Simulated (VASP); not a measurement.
## MnO: electric field gradients with PBE

Crystal: MnO.

```
CELL_PARAMETERS angstrom
0.00000 2.40015 2.40015
2.40015 0.00000 2.40015
2.40015 2.40015 0.00000
ATOMIC_POSITIONS crystal
Mn 0.00000 0.00000 0.00000
O 0.25000 0.25000 0.25000
```

Measurements of this composition are mostly on another form, of space group No. 225.

| Item | Value |
| --- | --- |
| Program | VASP 6.6.1 |
| Task | electric field gradients |
| Functional | PBE |
| Potentials or basis | VASP PAW PBE potentials, release 64 (Mn_pv, O) |
| Cutoff | 520 eV |
| k mesh | 14 × 14 × 14 |
| Occupations | fermi-dirac, width 0.05 eV |
| Spin | no spin polarisation |
| Dipole correction | no |
| Further INCAR settings | ALGO = Normal; EDIFF = 1e-08; NBANDS = 16 |

```yaml
Pressure: -32.9 GPa
Band_gap_on_the_k_mesh: none (metal or under the smearing width)
```

Levels at points of the mesh, in eV from the Fermi level:
| k point | band 7 | band 8 | band 9 | band 10 | band 11 | band 12 | band 13 | band 14 |
| --- | --- | --- | --- | --- | --- | --- | --- | --- |
| (0.00, 0.00, 0.00) | -5.24 | -0.38 | -0.38 | -0.31 | 1.62 | 1.62 | 1.62 | 13.25 |
| (0.50, 0.00, 0.00) | -5.03 | -0.34 | -0.23 | -0.23 | 0.96 | 0.96 | 5.01 | 6.08 |
| (0.50, 0.50, 0.00) | -4.80 | -1.13 | -0.07 | -0.02 | 0.40 | 0.40 | 5.17 | 8.70 |

Electric field gradients, principal values (V/Å²):
```csv
atom,Vxx,Vyy,Vzz
1 Mn,0.003,0.003,-0.006
2 O,0.001,0.001,-0.002
```

Wall time 35 s on 1 thread of Intel(R) Xeon(R) Platinum 8488C (Sapphire Rapids), with other jobs on the host, peak memory 0.19 GiB.

Caveat: a pressure of tens of GPa on the cell as given is suspect, and the run, the potentials or the cell itself is likely at fault; an odd number of electrons without spin polarisation forces a metal; a magnetic or distorted state may lie lower; the run has no spin polarisation, though such a crystal can be magnetic; semilocal functionals often make such compounds metallic where correlation or magnetic order opens a gap, which also shifts bond lengths. With open d or f shells a metallic result of PBE can be an artefact of self-interaction; +U or a hybrid may open a gap.
